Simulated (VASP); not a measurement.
# GaSb (F-43m) in VASP: a series of runs

Runs on GaSb. Level: PBE. Tasks: relaxation of cell and atoms.

All numbers are computed with VASP 6.6.1; they aren't measurements. Logs are shortened: lines on timing, memory, paths and dates and some standing lists are left out, and cuts for length are marked.

### 1 Starting point

Symmetry: F-43m, No. 216, cubic system. The conventional cell has a = 6.118 Å, b = 6.118 Å, c = 6.118 Å, α = 90.00°, β = 90.00°, γ = 90.00°. Ga (site symmetry -43m) has 4 Sb at 2.65 Å as nearest neighbours. Sb (site symmetry -43m) has 4 Ga at 2.65 Å as nearest neighbours.

### 2 Relaxation of cell and atoms, PBE

File INCAR:

```
SYSTEM = GaSb
  PREC = Accurate
  ENCUT = 520
  EDIFF = 1E-7
  ISMEAR = 0
  SIGMA = 0.02
  LREAL = .FALSE.
  LASPH = .TRUE.
  NELM = 100
  ALGO = Normal
  ISIF = 3
  LWAVE = .FALSE.
  LCHARG = .FALSE.
  GGA = PE
  IBRION = 2
  NSW = 80
  EDIFFG = -0.15
```

File KPOINTS:

```
regular mesh
0
G
  10 10 10
  0 0 0
```

File POSCAR:

```
GaSb
1.0
    0.0000000000      3.0590000000      3.0590000000
    3.0590000000      0.0000000000      3.0590000000
    3.0590000000      3.0590000000      0.0000000000
Ga Sb
1 1
Direct
    0.0000000000      0.0000000000      0.0000000000
    0.2500000000      0.2500000000      0.2500000000
```

Potentials or basis: VASP PAW PBE potentials, release 64 (Ga_d, Sb).

On the command line:

```
$ cat potpaw_PBE.64/Ga_d/POTCAR potpaw_PBE.64/Sb/POTCAR > POTCAR
$ mpirun -np 1 vasp_std > vasp.out
```

OUTCAR:

```text
SYSTEM = GaSb
   PREC = Accurate
   ENCUT = 520
   EDIFF = 1E-7
   ISMEAR = 0
   LREAL = .FALSE.
   LASPH = .TRUE.
   NELM = 100
   ISIF = 3
   GGA = PE
   IBRION = 2
   NSW = 80
   EDIFFG = -0.15

 ion  position               nearest neighbor table
   1  0.000  0.000  0.000-   2 2.65   2 2.65   2 2.65   2 2.65
   2  0.250  0.250  0.250-   1 2.65   1 2.65   1 2.65   1 2.65

  LATTYP: Found a face centered cubic cell.
 ALAT       =     6.1180000000

  Lattice vectors:

 A1 = (   0.0000000000,   3.0590000000,   3.0590000000)
 A2 = (   3.0590000000,   0.0000000000,   3.0590000000)
 A3 = (   3.0590000000,   3.0590000000,   0.0000000000)

Analysis of symmetry for initial positions (statically):
=====================================================================
 Subroutine PRICEL returns:
 Original cell was already a primitive cell.

 Routine SETGRP: Setting up the symmetry group for a
 face centered cubic supercell.

 Subroutine GETGRP returns: Found 24 space group operations
 (whereof 24 operations were pure point group operations)
 out of a pool of 48 trial point group operations.

The static configuration has the point symmetry T_d .

Analysis of symmetry for dynamics (positions and initial velocities):
=====================================================================
 Subroutine PRICEL returns:
 Original cell was already a primitive cell.

 Routine SETGRP: Setting up the symmetry group for a
 face centered cubic supercell.

 Subroutine GETGRP returns: Found 24 space group operations
 (whereof 24 operations were pure point group operations)
 out of a pool of 48 trial point group operations.

The dynamic configuration has the point symmetry T_d .

 Subroutine INISYM returns: Found 24 space group operations
 (whereof 24 operations are pure point group operations),
 and found     1 'primitive' translations

----------------------------------------------------------------------------------------

                                     Primitive cell

  volume of cell :      57.2491

  direct lattice vectors                    reciprocal lattice vectors
     0.000000000  3.059000000  3.059000000    -0.163452109  0.163452109  0.163452109
     3.059000000  0.000000000  3.059000000     0.163452109 -0.163452109  0.163452109
     3.059000000  3.059000000  0.000000000     0.163452109  0.163452109 -0.163452109

  length of vectors
     4.326079287  4.326079287  4.326079287     0.283107357  0.283107357  0.283107357

  position of ions in fractional coordinates (direct lattice)
     0.000000000  0.000000000  0.000000000
     0.250000000  0.250000000  0.250000000

  ion indices of the primitive-cell ions
   primitive index   ion index
                 1           1
                 2           2

----------------------------------------------------------------------------------------

 KPOINTS: regular mesh

Automatic generation of k-mesh.
 Grid dimensions read from file:
 generate k-points for:   10   10   10

 Generating k-lattice:

  Cartesian coordinates                     Fractional coordinates (reciprocal lattice)
    -0.016345211  0.016345211  0.016345211     0.100000000  0.000000000  0.000000000
     0.016345211 -0.016345211  0.016345211     0.000000000  0.100000000  0.000000000
     0.016345211  0.016345211 -0.016345211     0.000000000  0.000000000  0.100000000

  Length of vectors
     0.028310736  0.028310736  0.028310736

  Shift w.r.t. Gamma in fractional coordinates (k-lattice)
     0.000000000  0.000000000  0.000000000

 Subroutine IBZKPT returns following result:
 ===========================================

[... 82 lines left out ...]
  volume of cell :       57.25
 maximum number of plane-waves:      1572
   NGX = 17   NGY = 17   NGZ = 17

--------------------------------------- Ionic step        1  -------------------------------------------

 number of electron      17.9999986 magnetization

 Free energy of the ion-electron system (eV)
  ---------------------------------------------------
  ext. energy  EPLUGINS =         0.00000000
  ---------------------------------------------------
  free energy    TOTEN  =        -7.35120132 eV

  energy without entropy =       -7.35118481  energy(sigma->0) =       -7.35119307

 E-fermi :   4.8921     XC(G=0):  -9.0893

 val. band max:        4.8695551671   @ k =   0.0000   0.0000   0.0000
 cond. band min:       4.9058741566   @ k =   0.0000   0.0000   0.0000
 fundamental gap:      0.0363189896
 Fermi energy:         4.8921315994

 k-point     1 :       0.0000    0.0000    0.0000
  band No.  band energies     occupation
      1     -10.1648      2.00000
      2     -10.1648      2.00000
      3     -10.1648      2.00000
      4     -10.1151      2.00000
      5     -10.1151      2.00000
      6      -6.6068      2.00000
      7       4.8696      1.88962
      8       4.8696      1.88960
      9       4.8696      1.88960
     10       4.9059      0.33118
     11       7.6458      0.00000
     12       7.6458      0.00000
     13       7.6458      0.00000
[... 356 lines left out ...]
      2     -10.1463      2.00000
      3     -10.1458      2.00000
      4     -10.1234      2.00000
      5     -10.1121      2.00000
      6      -4.9988      2.00000
      7      -0.7169      2.00000
      8       2.3755      2.00000
      9       2.6879      2.00000
     10       6.1103      0.00000
     11       7.1659      0.00000
     12      11.0595      0.00000
     13      11.5667      0.00000

 [... further k-points ...]

------------------------ aborting loop because EDIFF is reached ----------------------------------------

  FORCE on cell =-STRESS in cart. coord.  units (eV):
  Direction    XX          YY          ZZ          XY          YZ          ZX
  --------------------------------------------------------------------------------------
  -------------------------------------------------------------------------------------
  Total        0.8552150      0.8552150      0.8552150      0.0000000      0.0000000     -0.0000000
  in kB       23.9341205     23.9341205     23.9341205      0.0000000      0.0000000     -0.0000000
  external PRESSURE =      23.9341205 kB  Pullay stress =       0.0000000 kB

 VOLUME and BASIS-vectors are now :
 -----------------------------------------------------------------------------
  energy-cutoff  :      520.00
  volume of cell :       57.25
      direct lattice vectors                 reciprocal lattice vectors
     0.000000000  3.059000000  3.059000000    -0.163452109  0.163452109  0.163452109
     3.059000000  0.000000000  3.059000000     0.163452109 -0.163452109  0.163452109
     3.059000000  3.059000000  0.000000000     0.163452109  0.163452109 -0.163452109

 POSITION                                       TOTAL-FORCE (eV/Angst)
 -----------------------------------------------------------------------------------
      0.00000      0.00000      0.00000         0.000000      0.000000      0.000000
      1.52950      1.52950      1.52950        -0.000000     -0.000000     -0.000000
 -----------------------------------------------------------------------------------
    total drift:                                0.000002      0.000002      0.000002

  FREE ENERGIE OF THE ION-ELECTRON SYSTEM (eV)
  ---------------------------------------------------
  free  energy   TOTEN  =        -7.3512013178 eV

  energy  without entropy=       -7.3511848147  energy(sigma->0) =       -7.35119307

--------------------------------------- Ionic step        2  -------------------------------------------

 number of electron      18.0000017 magnetization

 Free energy of the ion-electron system (eV)
  ---------------------------------------------------
  ext. energy  EPLUGINS =         0.00000000
  ---------------------------------------------------
  free energy    TOTEN  =        -7.37009307 eV

  energy without entropy =       -7.37006222  energy(sigma->0) =       -7.37007765

 E-fermi :   4.2701     XC(G=0):  -8.8241

 val. band max:        4.2639915504   @ k =   0.0000   0.0000   0.0000
 cond. band min:       4.5465362454   @ k =   0.5000   0.0000   0.0000
 fundamental gap:      0.2825446950
 Fermi energy:         4.2700827165

 k-point     1 :       0.0000    0.0000    0.0000
  band No.  band energies     occupation
      1     -10.6606      2.00000
      2     -10.6606      2.00000
      3     -10.6606      2.00000
      4     -10.6196      2.00000
      5     -10.6196      2.00000
      6      -6.8032      2.00000
      7       3.8755      2.00000
      8       4.2640      1.33336
      9       4.2640      1.33332
     10       4.2640      1.33332
     11       7.0545      0.00000
     12       7.0545      0.00000
     13       7.0545      0.00000
[... 356 lines left out ...]
      2     -10.6459      2.00000
      3     -10.6455      2.00000
      4     -10.6260      2.00000
      5     -10.6171      2.00000
      6      -5.3294      2.00000
      7      -1.1810      2.00000
      8       1.9756      2.00000
      9       2.2623      2.00000
     10       5.5538      0.00000
     11       6.5618      0.00000
     12      10.2319      0.00000
     13      10.7343      0.00000

 [... further k-points ...]

------------------------ aborting loop because EDIFF is reached ----------------------------------------

  FORCE on cell =-STRESS in cart. coord.  units (eV):
  Direction    XX          YY          ZZ          XY          YZ          ZX
  --------------------------------------------------------------------------------------
  -------------------------------------------------------------------------------------
  Total       -0.2152285     -0.2152285     -0.2152285      0.0000000      0.0000000     -0.0000000
  in kB       -5.6655003     -5.6655003     -5.6655003      0.0000000      0.0000000     -0.0000000
  external PRESSURE =      -5.6655003 kB  Pullay stress =       0.0000000 kB

 VOLUME and BASIS-vectors are now :
 -----------------------------------------------------------------------------
  energy-cutoff  :      520.00
  volume of cell :       60.87
      direct lattice vectors                 reciprocal lattice vectors
     0.000000000  3.122103870  3.122103870    -0.160148419  0.160148419  0.160148419
     3.122103870  0.000000000  3.122103870     0.160148419 -0.160148419  0.160148419
     3.122103870  3.122103870 -0.000000000     0.160148419  0.160148419 -0.160148419

 POSITION                                       TOTAL-FORCE (eV/Angst)
 -----------------------------------------------------------------------------------
      3.12210      3.12210     -0.00000        -0.000000      0.000000      0.000000
      1.56105      1.56105      1.56105         0.000000     -0.000000     -0.000000
 -----------------------------------------------------------------------------------
    total drift:                                0.000002      0.000002      0.000002

  FREE ENERGIE OF THE ION-ELECTRON SYSTEM (eV)
  ---------------------------------------------------
  free  energy   TOTEN  =        -7.3700930731 eV

  energy  without entropy=       -7.3700622206  energy(sigma->0) =       -7.37007765

 reached required accuracy - stopping structural energy minimisation
```

It took 48 s on 1 thread of Intel Xeon Platinum 8488C (Sapphire Rapids), shared host; peak memory 0.2 GiB.

What came out:

```yaml
Free_energy: -7.3701 eV
Relaxed_volume: 30.43 Å³/atom
Relaxed_cell: a = 4.415 Å, b = 4.415 Å, c = 4.415 Å, α = 60.00°, β = 60.00°, γ = 60.00°
Space_group_after_relaxing_to_0.05_Å: F-43m (No. 216)
Energy_gained_by_relaxing: 9.4 meV/atom
Ionic_steps: 2
Pressure_after_relaxing: -0.6 GPa
Band_gap_on_the_k_mesh: none (metal or under the smearing width)
```

Step by step:
| step | energy change (eV) | largest force (eV/Å) | pressure (GPa) | volume (Å³) |
| --- | --- | --- | --- | --- |
| 1 | 0.0000 | 0.0000 | 2.39 | 57.25 |
| 2 | -0.0189 | 0.0000 | -0.57 | 60.87 |

Final structure:
```
CELL_PARAMETERS angstrom
0.00000 3.12210 3.12210
3.12210 0.00000 3.12210
3.12210 3.12210 0.00000
ATOMIC_POSITIONS crystal
Ga 0.00000 0.00000 0.00000
Sb 0.25000 0.25000 0.25000
```

Levels at points of the mesh, in eV from the Fermi level:
| k point | band 6 | band 7 | band 8 | band 9 | band 10 | band 11 | band 12 | band 13 |
| --- | --- | --- | --- | --- | --- | --- | --- | --- |
| (0.00, 0.00, 0.00) | -11.07 | -0.39 | -0.01 | -0.01 | -0.01 | 2.78 | 2.78 | 2.78 |
| (0.50, 0.00, 0.00) | -9.60 | -6.08 | -1.07 | -1.07 | 0.28 | 3.74 | 3.74 | 6.49 |
| (0.50, 0.50, 0.00) | -8.86 | -6.55 | -2.37 | -2.37 | 0.96 | 1.36 | 8.28 | 8.28 |

Caveat: this crystal is a semiconductor, whose small gap the functional closes, so the metal is an error of the method; the relaxation stopped at a loose force limit of 0.15 eV/Å, so its end isn't a converged minimum. The run has no spin-orbit coupling, so splittings on Sb are missing.

### 3 Relaxation of cell and atoms, PBE

This run uses another cell than the first one, of 30.43 Å³/atom, 1.063 times its volume.

INCAR is that of step 2.

KPOINTS is that of step 2.

File POSCAR:

```
GaSb                                    
1.0
    0.0000000000      3.1221038696      3.1221038696
    3.1221038696      0.0000000000      3.1221038696
    3.1221038696      3.1221038696     -0.0000000000
  Ga              Sb            
     1     1
Direct
     0.0000000000000000    0.0000000000000000    1.0000000000000000
     0.2500000000000000    0.2500000000000000    0.2500000000000000
```

Potentials or basis: VASP PAW PBE potentials, release 64 (Ga_d, Sb).

On the command line:

```
$ cat potpaw_PBE.64/Ga_d/POTCAR potpaw_PBE.64/Sb/POTCAR > POTCAR
$ mpirun -np 1 vasp_std > vasp.out
```

OUTCAR:

```text
SYSTEM = GaSb
   PREC = Accurate
   ENCUT = 520
   EDIFF = 1E-7
   ISMEAR = 0
   LREAL = .FALSE.
   LASPH = .TRUE.
   NELM = 100
   ISIF = 3
   GGA = PE
   IBRION = 2
   NSW = 80
   EDIFFG = -0.15

 ion  position               nearest neighbor table
   1  0.000  0.000  0.000-   2 2.70   2 2.70   2 2.70   2 2.70
   2  0.250  0.250  0.250-   1 2.70   1 2.70   1 2.70   1 2.70

  LATTYP: Found a face centered cubic cell.
 ALAT       =     6.2442077392

  Lattice vectors:

 A1 = (   0.0000000000,   3.1221038696,   3.1221038696)
 A2 = (   3.1221038696,   0.0000000000,   3.1221038696)
 A3 = (   3.1221038696,   3.1221038696,   0.0000000000)

Analysis of symmetry for initial positions (statically):
=====================================================================
 Subroutine PRICEL returns:
 Original cell was already a primitive cell.

 Routine SETGRP: Setting up the symmetry group for a
 face centered cubic supercell.

 Subroutine GETGRP returns: Found 24 space group operations
 (whereof 24 operations were pure point group operations)
 out of a pool of 48 trial point group operations.

The static configuration has the point symmetry T_d .

Analysis of symmetry for dynamics (positions and initial velocities):
=====================================================================
 Subroutine PRICEL returns:
 Original cell was already a primitive cell.

 Routine SETGRP: Setting up the symmetry group for a
 face centered cubic supercell.

 Subroutine GETGRP returns: Found 24 space group operations
 (whereof 24 operations were pure point group operations)
 out of a pool of 48 trial point group operations.

The dynamic configuration has the point symmetry T_d .

 Subroutine INISYM returns: Found 24 space group operations
[... 122 lines left out ...]
   GGA     = PE    functional components
   LHFCALC =     F    Hartree Fock is set to
   AEXX    =    0.0000 exact exchange contribution
   IVDW    =     0    specifies the selected vdW correction
   LEPSILON=     F    determine dielectric tensor
   LRPA    =     F    only Hartree local field effects (RPA)
 conjugate gradient relaxation of ions
 non-spin polarized calculation
 Gauss-broadening in eV      SIGMA  =   0.02
  energy-cutoff  :      520.00
  volume of cell :       60.87
 maximum number of plane-waves:      1676
 NGX is ok and might be reduce to    36
   NGX = 17   NGY = 17   NGZ = 17

 number of electron      17.9999993 magnetization

 Free energy of the ion-electron system (eV)
  ---------------------------------------------------
  ext. energy  EPLUGINS =         0.00000000
  ---------------------------------------------------
  free energy    TOTEN  =        -7.37016960 eV

  energy without entropy =       -7.37013875  energy(sigma->0) =       -7.37015417

 E-fermi :   4.2701     XC(G=0):  -8.8241

 val. band max:        4.2639984315   @ k =   0.0000   0.0000   0.0000
 cond. band min:       4.5465514684   @ k =   0.5000   0.0000   0.0000
 fundamental gap:      0.2825530369
 Fermi energy:         4.2700894555

 k-point     1 :       0.0000    0.0000    0.0000
  band No.  band energies     occupation
      1     -10.6605      2.00000
      2     -10.6605      2.00000
      3     -10.6605      2.00000
      4     -10.6195      2.00000
      5     -10.6195      2.00000
      6      -6.8032      2.00000
      7       3.8755      2.00000
      8       4.2640      1.33337
      9       4.2640      1.33331
     10       4.2640      1.33331
     11       7.0545      0.00000
     12       7.0545      0.00000
     13       7.0545      0.00000
[... 354 lines left out ...]
  band No.  band energies     occupation
      1     -10.6887      2.00000
      2     -10.6458      2.00000
      3     -10.6454      2.00000
      4     -10.6258      2.00000
      5     -10.6169      2.00000
      6      -5.3294      2.00000
      7      -1.1810      2.00000
      8       1.9756      2.00000
      9       2.2623      2.00000
     10       5.5538      0.00000
     11       6.5618      0.00000
     12      10.2319      0.00000
     13      10.7342      0.00000

 [... further k-points ...]

------------------------ aborting loop because EDIFF is reached ----------------------------------------

  FORCE on cell =-STRESS in cart. coord.  units (eV):
  Direction    XX          YY          ZZ          XY          YZ          ZX
  --------------------------------------------------------------------------------------
  -------------------------------------------------------------------------------------
  Total       -0.2158663     -0.2158663     -0.2158663      0.0000000      0.0000000     -0.0000000
  in kB       -5.6822888     -5.6822888     -5.6822888      0.0000000      0.0000000     -0.0000000
  external PRESSURE =      -5.6822888 kB  Pullay stress =       0.0000000 kB

 VOLUME and BASIS-vectors are now :
 -----------------------------------------------------------------------------
  energy-cutoff  :      520.00
  volume of cell :       60.87
      direct lattice vectors                 reciprocal lattice vectors
     0.000000000  3.122103870  3.122103870    -0.160148419  0.160148419  0.160148419
     3.122103870  0.000000000  3.122103870     0.160148419 -0.160148419  0.160148419
     3.122103870  3.122103870  0.000000000     0.160148419  0.160148419 -0.160148419

 POSITION                                       TOTAL-FORCE (eV/Angst)
 -----------------------------------------------------------------------------------
      0.00000      0.00000      0.00000         0.000000      0.000000      0.000000
      1.56105      1.56105      1.56105        -0.000000     -0.000000     -0.000000
 -----------------------------------------------------------------------------------
    total drift:                                0.000001      0.000001      0.000001

  FREE ENERGIE OF THE ION-ELECTRON SYSTEM (eV)
  ---------------------------------------------------
  free  energy   TOTEN  =        -7.3701695975 eV

  energy  without entropy=       -7.3701387450  energy(sigma->0) =       -7.37015417

 reached required accuracy - stopping structural energy minimisation
```

It took 39 s on 1 thread of Intel Xeon Platinum 8488C (Sapphire Rapids), shared host; peak memory 0.22 GiB.

What came out:

| Quantity | Value |
| --- | --- |
| Free energy | -7.3702 eV |
| Pressure after relaxing | -0.6 GPa |
| Band gap on the k mesh | none (metal or under the smearing width) |

Final structure:
```
Ga Sb
1.0
     0.00000    3.12210    3.12210
     3.12210    0.00000    3.12210
     3.12210    3.12210    0.00000
Ga Sb
1 1
Direct
  0.00000 0.00000 0.00000
  0.25000 0.25000 0.25000
```

Caveat: the relaxation stopped at its first step, so nothing moved; this crystal is a semiconductor, whose small gap the functional closes, so the metal is an error of the method; the relaxation stopped at a loose force limit of 0.15 eV/Å, so its end isn't a converged minimum. Spin-orbit coupling is left out, which matters for the levels of Sb.
